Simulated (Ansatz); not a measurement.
**Preparing SiO2 (P3_121) as a host crystal**

Aim: the runs on the perfect crystal SiO2 (P3_121) that a defect calculation needs first.

Main program and level: Ansatz 0.2.0; plane-wave PAW DFT, r2SCAN; relaxation of the host's cell and atoms; PAW set soft_1, in the first sound run; inputs show where later runs differ.

## (1) The starting structure

The structure is trigonal, space group P3_121 (No. 152). The conventional cell has a = 4.915 Å, b = 4.915 Å, c = 5.431 Å, α = 90.00°, β = 90.00°, γ = 120.00°. Nearest to Si lie 4 O at 1.61 to 1.62 Å. O has 2 Si at 1.61 to 1.62 Å nearest. Farther neighbours and most contacts between anions are not listed.

## (2) Host cell relaxation

Cell and atoms are relaxed together, until forces and stress fall under their thresholds.

cell/input.yaml reads:

```yaml
crystal:
  lattice:
    - [4.9149662, 0.0, 0.0]
    - [-2.4574831, 4.2564856, 0.0]
    - [0.0, 0.0, 5.4313011]
  atoms:
    - { symbol: Si, position: [0.53108859, 0.53108859, 0.0] }
    - { symbol: Si, position: [0.0, 0.46891141, 0.66666667] }
    - { symbol: Si, position: [0.46891141, 0.0, 0.33333333] }
    - { symbol: O, position: [0.26922311, 0.41339429, 0.78489098] }
    - { symbol: O, position: [0.58660571, 0.85582882, 0.11822431] }
    - { symbol: O, position: [0.14417118, 0.73077689, 0.45155765] }
    - { symbol: O, position: [0.41339429, 0.26922311, 0.21510902] }
    - { symbol: O, position: [0.73077689, 0.14417118, 0.54844235] }
    - { symbol: O, position: [0.85582882, 0.58660571, 0.88177569] }
basis:
  ecutwfc: 500
  xc_grid: 2
hamiltonian:
  xc: r2scan
  pseudopotentials: { kind: paw, azcp: { folder: soft_1 } }
kpoints:
  mp_grid: { grid: [7, 7, 5] }
scf:
  occupations: { method: fixed }
  max_iter: 100
relax:
  f_tol: 0.005
  max_steps: 60
  cell: {}
output:
  forces: true
  stress: true
checkpoint:
  write: "../cell.run"
  compress: false
  write_wavefunctions: false
  write_every: 100000
```

Launch:

```bash
ansatz run input.yaml --threads 8 --pin off --max-ram 22609MiB --backend cpu --events-out ev --progress --plain --runs-dir out
```

Numbers of over 12 decimals in the logs are rounded to 6 here.

The log of the run:

```text
[... repeated set-up lines and file paths are left out, and long positions are rounded to six places ...]
Engine: ansatz 0.2.0, aarch64-unknown-linux-gnu
Pseudopotentials: kind: paw
Pseudopotential: Si, paw, valence charge 4, recommended cutoff 500 eV (meta_gga), soft_1/Si.paw.azcp
Pseudopotential: O, paw, valence charge 6, recommended cutoff 500 eV (meta_gga), soft_1/O.paw.azcp
Functional definition: r2SCAN
  parameter k0 = 0.174
  parameter k1 = 0.065
  parameter a1 = 4.9479
  exchange = r2scan_x(k0 = k0, k1 = k1, a1 = a1)
  correlation = r2scan_c
Crystal: 9 atoms, lattice volume = 113.625 Å³
Basis set: ecut = 500 eV, 2869 PW (Γ), exchange–correlation on 72×72×80 points (8 copies of the dense FFT grid, shifted against one another)
Bands: 33, of which v1, the nominal top of the filled ones, is band 24 counted from 1 (23 counted from 0)
Symmetry: 6 space group operations
Space group: P3121 (ITA 152), of the structure as read, at distance tolerance 4.8e-5 Å
k-points: 32 of 245 (time reversal used)
Non-local potential: Si, projectors of the file, l = 0: 2, l = 1: 2, l = 2: 1
Non-local potential: O, projectors of the file, l = 0: 2, l = 1: 2, l = 2: 1
PAW form: soft (Blöchl's): semilocal exchange-correlation on the pseudo side does not see the compensation charge
PAW frozen core: Si, regenerated for the run's functional (the file was generated under x = pbe(κ = 0.804, μ = 0.219515), c = pbe(β = 0.066725))
PAW frozen core: O, regenerated for the run's functional (the file was generated under x = pbe(κ = 0.804, μ = 0.219515), c = pbe(β = 0.066725))
PAW one-centre angular grid: Si, 302 points (default); XC on 160 Gauss nodes
PAW one-centre angular grid: O, 302 points (default); XC on 160 Gauss nodes
Initial density: superposition of atomic densities (chi_scale 0.1, normalization cell, long waves kept (reshape's long-wave potential 0.01 eV rms))
Initial wavefunctions: pseudopotential atomic-orbital guess
Functional: x = r2scan, c = r2scan; τ floored in thin density (d = 2e-4 eV/Å³)
SCF iter   1: F=—  HF=-5343.927866 eV  |F-HF|=—  |Δ(HF+E_count)|=         —  Δρ=1.31e-1  dr2=1.77e1  dr2_τ=2.05e0  ethr=3.10e-3  ⟨swp⟩=4.9  Hψ=4572  notcnv=0  defer=183
preconditioner: auto → Resta (q_TF=auto, 2.363 Å⁻¹)  ε∞=2.6  [insulator: Δε(μ)=7.823 eV  Ē_g=19.279 eV  n_scr=22 (ndim 8)  ℏωp=24.1 eV  f_vac=0.003  ε∞_Penn≈2.6]
SCF iter   2: F=—  HF=-5339.845741 eV  |F-HF|=—  |Δ(HF+E_count)|=    4.08e0  Δρ=4.41e-2  dr2=1.05e0  dr2_τ=3.68e-1  ethr=3.10e-3  ⟨swp⟩=3.3  Hψ=2572  notcnv=0  defer=185
SCF iter   3: F=—  HF=-5340.237868 eV  |F-HF|=—  |Δ(HF+E_count)|=   3.92e-1  Δρ=2.18e-2  dr2=2.93e-1  dr2_τ=2.14e-2  ethr=2.19e-3  ⟨swp⟩=2.1  Hψ=1065  notcnv=0  defer=176
automatic band count: iteration 3 solves 32 bands in place of 33: the levels show a gap, and the empty bands left out lie too high to hold charge; the band table lists the bands solved (type scf.n_extra_bands for more)
SCF iter   4: F=—  HF=-5340.298458 eV  |F-HF|=—  |Δ(HF+E_count)|=   6.06e-2  Δρ=1.76e-3  dr2=2.01e-3  dr2_τ=2.93e-4  ethr=6.11e-4  ⟨swp⟩=4.0  Hψ=1862  notcnv=0  defer=191
SCF iter   5: F=—  HF=-5340.299863 eV  |F-HF|=—  |Δ(HF+E_count)|=   1.41e-3  Δρ=2.46e-4  dr2=8.28e-5  dr2_τ=9.84e-6  ethr=4.20e-6  ⟨swp⟩=2.7  Hψ=1650  notcnv=0  defer=191
SCF iter   6: F=—  HF=-5340.299922 eV  |F-HF|=—  |Δ(HF+E_count)|=   5.89e-5  Δρ=7.40e-5  dr2=4.79e-6  dr2_τ=5.84e-7  ethr=1.72e-7  ⟨swp⟩=2.3  Hψ=1728  notcnv=0  defer=191
SCF iter   7: F=-5340.299924 eV  HF=-5340.299924 eV  |F-HF|=4.17e-8  |Δ(HF+E_count)|=   2.44e-6  Δρ=7.72e-6  dr2=7.77e-8  dr2_τ=5.90e-9  ethr=2.08e-10  ⟨swp⟩=4.3  Hψ=4935  notcnv=0
SCF 1 converged in 7 iterations: F = -5340.299924 eV  dr2 = 7.77e-8
  greatest PAW one-centre occupation: 0.868 electrons in one spin orbital (limit 2), on the O atom at site 6 (counted from 0), in its partial waves of l = 0
relax step   1: F+E_penalty+E_count = -5340.29992437 eV  Δ(F+E_penalty+E_count) = +0.000e0 eV  max|allowed force component| = 1.631e-2 eV/Å  Δτ_max = 0.0000 Å  P = +0.058 GPa  Ω = 113.625 Å³  (7 SCF iters, dr2 threshold 1.00e-7 eV, accepted)
[... the SCF cycles and remarks between the steps are left out from here to the last step ...]
relax step   2: F+E_penalty+E_count = -5340.30012170 eV  Δ(F+E_penalty+E_count) = -1.973e-4 eV  max|allowed force component| = 1.263e-2 eV/Å  Δτ_max = 0.0006 Å  P = +0.037 GPa  Ω = 113.630 Å³  energy of the carried Pulay correction = -2.998e-6 eV  (4 SCF iters, dr2 threshold 6.68e-8 eV, accepted)
relax step   3: F+E_penalty+E_count = -5340.30034137 eV  Δ(F+E_penalty+E_count) = -2.197e-4 eV  max|allowed force component| = 2.554e-3 eV/Å  Δτ_max = 0.0014 Å  P = +0.007 GPa  Ω = 113.600 Å³  energy of the carried Pulay correction = +1.801e-5 eV  (5 SCF iters, dr2 threshold 3.09e-8 eV, accepted)
Initial wavefunctions: pseudopotential atomic-orbital guess (no wavefunctions were taken with the density)
iter 1 solved again at ethr=1.49e-7 eV; its pass at ethr=3.10e-3 eV (dr2=7.16e-5 eV) is discarded
SCF iter   1: F=—  HF=-5340.300312 eV  |F-HF|=—  |Δ(HF+E_count)|=         —  Δρ=2.15e-5  dr2=3.92e-8  dr2_τ=5.35e-8  ethr=1.49e-7  ⟨swp⟩=3.9  Hψ=7838  notcnv=0  defer=223
SCF iter   2: F=—  HF=-5340.300314 eV  |F-HF|=—  |Δ(HF+E_count)|=   2.19e-6  Δρ=1.06e-5  dr2=6.46e-9  dr2_τ=5.76e-8  ethr=8.17e-11  ⟨swp⟩=3.0  Hψ=2293  notcnv=0  defer=223
SCF iter   3: F=—  HF=-5340.300314 eV  |F-HF|=—  |Δ(HF+E_count)|=   2.52e-7  Δρ=3.83e-6  dr2=1.02e-9  dr2_τ=7.25e-9  ethr=1.35e-11  ⟨swp⟩=2.1  Hψ=1563  notcnv=0  defer=223
SCF iter   4: F=-5340.300314 eV  HF=-5340.300314 eV  |F-HF|=6.37e-11  |Δ(HF+E_count)|=   3.64e-8  Δρ=1.99e-7  dr2=3.17e-11  dr2_τ=1.28e-11  ethr=1.00e-12  ⟨swp⟩=3.6  Hψ=4427  notcnv=0
SCF 4 converged in 4 iterations: F = -5340.300314 eV  dr2 = 3.17e-11
relax step   4: F+E_penalty+E_count = -5340.30031409 eV  Δ(F+E_penalty+E_count) = +2.728e-5 eV  max|allowed force component| = 2.567e-3 eV/Å  Δτ_max = 0.0000 Å  P = +0.007 GPa  Ω = 113.600 Å³  stress off target by 1.43e-2 GPa  SCF on the basis re-selected at this cell (its energy is not comparable with the rows above)  (4 SCF iters)
basis re-selected at this cell: Δ(F+E_penalty+E_count) = +2.728e-5 eV, ΔP = +0.000 GPa vs the last step (what re-selecting the basis moved, of the pressure what is left beyond the Pulay correction that the steps carried, after the strain that the cell walked [...]
SCF converged after 4 iterations
Free energy (F): -5340.300314 eV
Harris-Foulkes:  -5340.300314 eV  (|F-HF|=6.37e-11)
Internal energy: -5340.300314 eV  (E = F + TS)
E sigma→0 (E₀):  -5340.300314 eV
Fermi energy:    2.002561 eV
--- Per-component energies (eV) ---
  E_band       = -243.266415
  E_kinetic    = 1175.341732
  E_local      = -2933.055276  (includes V_loc(G=0)·N_el)
  E_nonlocal   = 373.925185
  E_hartree    = 1076.899483
  E_xc         = -590.261771
  E_vxc        = -777.985933  (∫ρ·V_xc dr)
  E_paw        = -2550.673360  (= ΣΔE_a)
  E_vpaw       = -283.961503  (= ΣTr[D̂ρ^β])
  E_aug_tail   = 0.001724  (compensation charges beyond the density's cutoff)
  E_vtau       = 48.668742  (kinetic-family band-sum trace: ∫τ·v_τ [+ j·A + Jᵃ·Aᵃ] dr)
  E_ewald      = -1892.057084
  E_core_change = -0.420946  (= ΣΔE_core)
  E_smearing   = -0.000000  (= −TS)
  E_closure    = -0.000000  (closes the sum)
  Σ components = -5340.300314   (vs F -5340.300314, Δ=0.00e0)
--- Forces (eV/Å), atoms counted from 1 ---
  atom   1  Si     0.00015344     0.00026577    -0.00000000
  atom   2  Si     0.00015344    -0.00026577     0.00000000
  atom   3  Si    -0.00030689    -0.00000000     0.00000000
  atom   4  O     -0.00033301    -0.00256735    -0.00175789
  atom   5  O      0.00238989     0.00099528    -0.00175789
  atom   6  O     -0.00205689     0.00157207    -0.00175789
  atom   7  O     -0.00205689    -0.00157207     0.00175789
  atom   8  O      0.00238989    -0.00099528     0.00175789
  atom   9  O     -0.00033301     0.00256735     0.00175789
  max |Σ_I F_I| component: 6.02e-17 eV/Å
--- Stress (GPa, compression-positive) ---
        0.003444       0.000000      -0.000000
        0.000000       0.003444       0.000000
       -0.000000       0.000000       0.014338
  P = ⅓ Tr σ = 0.0071 GPa (0.071 kbar)
--- Relaxed structure (3 steps of the walk, 3 accepted, 1 SCFs on fresh bases) ---
  F+E_penalty+E_count = -5340.30031409 eV   max|allowed force component| = 2.567e-3 eV/Å   (the final SCF, on the basis selected at the relaxed cell)
  cell:  # Å, volume = 113.5996 Å³
    - [4.921102, 0, -5.3488269983078565e-19]
    - [-2.460551, 4.261799, 2.6744134991539282e-19]
    - [-5.910740529298038e-19, 0, 5.416535]
  atoms:
    - { symbol: Si, position: [0.531029, 0.531029, 0] }
    - { symbol: Si, position: [-2.7675502216775916e-17, 0.468971, 0.666667] }
    - { symbol: Si, position: [0.468971, 0, 0.333333] }
    - { symbol: O, position: [0.269038, 0.413213, 0.784584] }
    - { symbol: O, position: [0.586787, 0.855825, 0.117918] }
    - { symbol: O, position: [0.144175, 0.730962, 0.451251] }
    - { symbol: O, position: [0.413213, 0.269038, 0.215416] }
    - { symbol: O, position: [0.730962, 0.144175, 0.548749] }
    - { symbol: O, position: [0.855825, 0.586787, 0.882082] }
```

Wall time 10 s (8 threads of Arm Neoverse V2, shared host); peak memory 0.58 GiB; 74 s of CPU time.

Step by step:

```csv
step,energy less that of the first step (eV),largest force component (eV/Å),pressure (GPa),volume (Å³)
1,0.0000,0.0163,0.06,113.63
2,-0.0002,0.0126,0.04,113.63
3,-0.0004,0.0026,0.01,113.60
4*,-0.0004,0.0026,0.01,113.60
```

Relaxation steps marked * repeat the geometry before them on a plane-wave basis chosen anew for their cell, so energy and pressure can jump there.

The run keeps the 6 symmetry operations that it works with, so distortions that break them were not tested.

```csv
"conventional cell, symmetrised",before,after,change
a (Å),4.915,4.921,+0.1 %
b (Å),4.915,4.921,+0.1 %
c (Å),5.431,5.417,-0.3 %
volume (Å³/atom),12.63,12.62,-0.0 %
```

This step gave:

```
pressure : 0.007076 GPa
```

The cell shrank by 0.0 % in volume.

## (3) Dielectric tensors of the host

The response to a uniform electric field gives the electronic dielectric tensor.

This step: plane-wave PAW DFPT, PBEsol; dielectric tensors, Born charges and zone-centre modes of the host; PAW set soft_1 (Ansatz 0.2.0).

eps/input.yaml reads:

```yaml
crystal:
  lattice:
    - [4.9211020672, 0.0, 0.0]
    - [-2.4605510336, 4.2617994048, 0.0]
    - [0.0, 0.0, 5.4165347629]
  atoms:
    - { symbol: Si, position: [0.5310287163, 0.5310287163, 0.0] }
    - { symbol: Si, position: [0.0, 0.4689712837, 0.6666666667] }
    - { symbol: Si, position: [0.4689712837, 0.0, 0.3333333333] }
    - { symbol: O, position: [0.2690380509, 0.413212997, 0.7845842363] }
    - { symbol: O, position: [0.586787003, 0.8558250538, 0.1179175696] }
    - { symbol: O, position: [0.1441749462, 0.7309619491, 0.4512509029] }
    - { symbol: O, position: [0.413212997, 0.2690380509, 0.2154157637] }
    - { symbol: O, position: [0.7309619491, 0.1441749462, 0.5487490971] }
    - { symbol: O, position: [0.8558250538, 0.586787003, 0.8820824304] }
basis:
  ecutwfc: 420
hamiltonian:
  xc: pbesol
  pseudopotentials: { kind: paw, azcp: { folder: soft_1 }, xc_functional: pbe }
kpoints:
  mp_grid: { grid: [6, 6, 5] }
scf:
  occupations: { method: fixed }
  max_iter: 100
phonons:
  method: dfpt
  dielectric: true
  rigid_motions: translations
```

The log of the run:

```text
[...]
Crystal: 9 atoms, lattice volume = 113.600 Å³
Basis set: ecut = 420 eV, 2209 PW (Γ), exchange–correlation on 72×72×96 points (8 copies of the dense FFT grid, shifted against one another)
Bands: 33, of which v1, the nominal top of the filled ones, is band 24 counted from 1 (23 counted from 0)
Symmetry: 6 space group operations
k-points: 92 of 180 (irreducible under 1 space group operation, time reversal used)
[...]
SCF iter   1: F=—  HF=-5244.294558 eV  |F-HF|=—  |Δ(HF+E_count)|=         —  Δρ=1.24e-1  dr2=1.58e1  ethr=3.10e-3  ⟨swp⟩=5.0  Hψ=13148  notcnv=0  defer=552
[...]
SCF iter  10: F=-5239.863314 eV  HF=-5239.863314 eV  |F-HF|=7.28e-12  |Δ(HF+E_count)|=  2.06e-10  Δρ=6.00e-8  dr2=4.63e-12  ethr=1.00e-12  ⟨swp⟩=18.2  Hψ=23932  notcnv=0
SCF 1 converged in 10 iterations: F = -5239.863314 eV  dr2 = 4.63e-12
[...]
NSCF: frozen V_eff on 5 k-points
DFPT response loops at Γ: preconditioner auto → none (the input reference at scf.mixing.eps_inf says where Resta's filter doesn't serve); β = 0.50; Broyden in place of MSR1
SCF converged after 10 iterations
Free energy (F): -5239.863314 eV
[...]
Internal energy: -5239.863314 eV  (E = F + TS)
E sigma→0 (E₀):  -5239.863314 eV
Fermi energy:    2.386299 eV
[...]
--- Band table (eV; the first three rows and the last of 92) ---
[...]
[... further k-points left out ...]
--- Phonons (Γ-DFPT): 5 representative perturbations + reference, on 92 of 180 k-points (Σ response iterations 20) ---
  k mesh reduced under 1 symmetry operation, with k and −k counted as one. Each operation leaves every solved perturbation unchanged. A smaller set is not considered because the run solves the response to a homogeneous field
  ASR residual: 1.325e-5 → 0.000e0 eV/Å²; symmetrization residual: 2.473e-5 eV/Å²
  ASR residual per site (eV/Å²): 1.20e-5 1.20e-5 1.32e-5 9.38e-6 9.16e-6 1.12e-5 1.12e-5 9.16e-6 9.38e-6
  Γ frequencies (cm⁻¹): 0.00 0.00 0.00 103.97 103.97 196.07 242.72 242.72 332.13 336.48 369.71 369.71 420.23 420.23 443.56 465.45 686.33 686.33 769.55 787.81 787.81 1070.97 1070.97 1079.37 1086.33 1157.37 1157.37
  ε∞ (high-frequency dielectric tensor):
        2.485889    -0.000000     0.000000
       -0.000000     2.485889     0.000000
        0.000000     0.000000     2.518777
  ε⁰ (static dielectric tensor: ions relaxed, cell fixed):
        4.638122     0.000000     0.000000
        0.000000     4.638122     0.000000
        0.000000     0.000000     4.864353
  ε⁰ − ε∞ (ionic part):
        2.152234     0.000000     0.000000
        0.000000     2.152234     0.000000
        0.000000     0.000000     2.345576
  softest optical mode at Γ: 103.97 cm⁻¹; the repairs (sum rule, projections) moved no ω² at Γ by more than (3.43 cm⁻¹)²
  Born effective charges Z* (e; rows j = field, columns β = displacement):
    site 0:
         3.49994   -0.29259    0.26687
        -0.29259    3.16208   -0.15408
        -0.23073    0.13321    3.45282
    site 1:
         3.49994    0.29259   -0.26687
         0.29259    3.16208   -0.15408
         0.23073    0.13321    3.45282
    site 2:
         2.99316   -0.00000    0.00000
         0.00000    3.66886    0.30816
         0.00000   -0.26642    3.45282
    site 3:
        -2.27806   -0.08530   -0.80716
        -0.03162   -1.05295   -0.06864
        -0.81114   -0.14234   -1.72641
    site 4:
        -1.40986    0.53287    0.46302
         0.58656   -1.92115   -0.66470
         0.52884   -0.63130   -1.72641
    site 5:
        -1.30860   -0.52810    0.34414
        -0.47441   -2.02241    0.73334
         0.28230    0.77364   -1.72641
    site 6:
        -1.30860    0.52810   -0.34414
         0.47441   -2.02241    0.73334
        -0.28230    0.77364   -1.72641
    site 7:
        -1.40986   -0.53287   -0.46302
        -0.58656   -1.92115   -0.66470
        -0.52884   -0.63130   -1.72641
    site 8:
        -2.27806    0.08530    0.80716
         0.03162   -1.05295   -0.06864
         0.81114   -0.14234   -1.72641
  Z* charge neutrality: 1.896e-5 e pre-enforcement
  k-mesh period / interband length: 27.1 Å / 0.98 Å = 27.71 at k = (0.0000, 0.0000, 0.0000), direct gap 6.138 eV — 14 or more, which is no proof of convergence
  optical modes at Γ without the LO–TO term, one row a degenerate level:
      ω (cm⁻¹)  modes    IR ((D/Å)²/amu)
        103.97      2             0.0008
        196.07      1             0.0000
        242.72      2             0.4228
        332.13      1             0.0000
[...]
optical modes at Γ + LO–TO along q̂ = [1.0000, 0.0000, 0.0000]:
      ω (cm⁻¹)  modes    IR ((D/Å)²/amu)
[...]
optical modes at Γ + LO–TO along q̂ = [0.0000, 1.0000, 0.0000]:
      ω (cm⁻¹)  modes    IR ((D/Å)²/amu)
[...]
optical modes at Γ + LO–TO along q̂ = [0.0000, 0.0000, 1.0000]:
      ω (cm⁻¹)  modes    IR ((D/Å)²/amu)
[...]
360.62      1             1.0042
        369.71      2             6.4431
        420.23      2            15.3406
        443.56      1             0.0000
        517.24      1             5.1114
        686.33      2             1.3670
        782.78      1             1.9634
        787.81      2             6.6565
       1070.97      2            84.2014
       1086.33      1             0.0000
       1157.37      2             1.2945
       1238.16      1            53.1317
```

Wall time 56 s (8 threads); peak memory 1.6 GiB; 6.8 min of CPU time.

The column dr2 measures how far the density is from self-consistency, as an energy; F and HF (Harris–Foulkes) agree once it is small.

Electronic dielectric tensor:

```
2.49 0.00 0.00
0.00 2.49 0.00
0.00 0.00 2.52
```

Static dielectric tensor:

```
4.64 0.00 0.00
0.00 4.64 0.00
0.00 0.00 4.86
```

The principal values of the electronic dielectric tensor are 2.49, 2.49 and 2.52. The principal values of the static dielectric tensor are 4.64, 4.64 and 4.86.

## (4) Primitive cell on a dense mesh

A dense mesh gives the host's converged energy, against which the supercell's sampling is tested.

This step: plane-wave PAW DFT, r2SCAN; single point of the host's primitive cell on a dense mesh; PAW set soft_1 (Ansatz 0.2.0).

dense/input.yaml, as its differences from eps/input.yaml of step 3:

```diff
@@ -16,14 +16,11 @@
 basis:
-  ecutwfc: 420
+  ecutwfc: 500
+  xc_grid: 2
 hamiltonian:
-  xc: pbesol
-  pseudopotentials: { kind: paw, azcp: { folder: soft_1 }, xc_functional: pbe }
+  xc: r2scan
+  pseudopotentials: { kind: paw, azcp: { folder: soft_1 } }
 kpoints:
-  mp_grid: { grid: [6, 6, 5] }
+  mp_grid: { grid: [7, 7, 5] }
 scf:
-  occupations: { method: fixed }
-  max_iter: 100
-phonons:
-  method: dfpt
-  dielectric: true
-  rigid_motions: translations
+  occupations: { method: fermi_dirac, width: 0.01 }
+  max_iter: 80
```

The log of the run:

```text
[...]
Crystal: 9 atoms, lattice volume = 113.600 Å³
Basis set: ecut = 500 eV, 2869 PW (Γ), exchange–correlation on 72×72×80 points (8 copies of the dense FFT grid, shifted against one another)
Bands: 33, of which v1, the nominal top of the filled ones, is band 24 counted from 1 (23 counted from 0)
Symmetry: 6 space group operations
[...]
k-points: 32 of 245 (time reversal used)
[...]
SCF iter   1: F=—  HF=-5343.922930 eV  |F-HF|=—  |Δ(HF+E_count)|=         —  Δρ=1.31e-1  dr2=1.77e1  dr2_τ=2.05e0  ethr=3.10e-3  ⟨swp⟩=7.2  Hψ=5544  notcnv=0
[...]
SCF iter   7: F=-5340.300314 eV  HF=-5340.300314 eV  |F-HF|=4.27e-8  |Δ(HF+E_count)|=   2.70e-6  Δρ=6.74e-6  dr2=5.25e-8  dr2_τ=4.70e-9  ethr=2.37e-10  ⟨swp⟩=3.4  Hψ=2708  notcnv=0
SCF 1 converged in 7 iterations: F = -5340.300314 eV  dr2 = 5.25e-8
[...]
SCF converged after 7 iterations
Free energy (F): -5340.300314 eV
[...]
Internal energy: -5340.300314 eV  (E = F + TS)
E sigma→0 (E₀):  -5340.300314 eV
Fermi energy:    5.317769 eV
[...]
```

Run time: 3.1 s. Hardware: 8 threads; peak memory 0.54 GiB; 22 s of CPU time.

[end of part 1 of 3]

[Logs are printed without paths, hosts, clocks, repeated set-up lines and the standing remarks that a program may print on its own settings, such as how far it seeks lower states.]

[Hosts, paths, dates, database ids (printed as entryN), source tags and the programs' standing remarks are cut or masked in the printed files.]

[Runs of the host that timed out are not shown.]

[For some hosts the program warned that the k-mesh of the response run may be too coarse for force constants and the static dielectric constant; such warnings are not always shown.]
